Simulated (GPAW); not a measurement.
Zr:

```
CELL_PARAMETERS angstrom
3.23200 0.00000 0.00000
-1.61600 2.79899 0.00000
0.00000 0.00000 5.14700
ATOMIC_POSITIONS crystal
Zr 0.66667 0.33333 0.75000
Zr 0.33333 0.66667 0.25000
```

* Program: GPAW 26.7.0
* Task: relaxation of cell and atoms
* Functional: PBE
* Dispersion: D3(BJ)
* Potentials or basis: GPAW PAW data sets (gpaw-data 1.2.1)
* Cutoff: 600 eV
* Basis: pw
* k mesh: 9 × 9 × 5
* Occupations: fermi-dirac, width 0.05 eV
* Spin: no spin polarisation

At the start: pressure -3.6 GPa; volume 23.28 Å³/atom.

Problem. How do energy, volume and symmetry change on relaxing?

Solution. Over 10 steps the energy falls by 10.1 meV/atom and the volume is 22.38 Å³/atom (-3.9 %); space group P6_3/mmc (No. 194, to 0.05 Å).

The path:
| step | energy change (eV) | largest force (eV/Å) | pressure (GPa) | volume (Å³) |
| --- | --- | --- | --- | --- |
| 1 | 0.0000 | 0.0000 | -3.64 | 46.56 |
| 2 | -0.0073 | 0.0000 | -2.94 | 46.19 |
| 3 | -0.0163 | 0.0000 | -1.64 | 45.54 |
| 4 | -0.0198 | 0.0000 | 0.07 | 44.74 |
| 5 | -0.0198 | 0.0000 | 0.06 | 44.74 |
| 6 | -0.0199 | 0.0001 | 0.06 | 44.74 |
| 7 | -0.0199 | 0.0000 | 0.04 | 44.74 |
| 8 | -0.0200 | 0.0000 | 0.03 | 44.75 |
| 9 | -0.0201 | 0.0000 | 0.01 | 44.76 |
| 10 | -0.0202 | 0.0000 | 0.00 | 44.76 |

Final structure:
```yaml
crystal:
  lattice:
    - [3.18325, 0.00000, 0.00000]
    - [-1.59163, 2.75678, 0.00000]
    - [0.00000, 0.00000, 5.10070]
  atoms:
    - { symbol: Zr, position: [0.66667, 0.33333, 0.75000] }
    - { symbol: Zr, position: [0.33333, 0.66667, 0.25000] }
```

Caveat: later steps reuse the first step's grids; pairwise dispersion overbinds metals, which lowers pressure and volume.
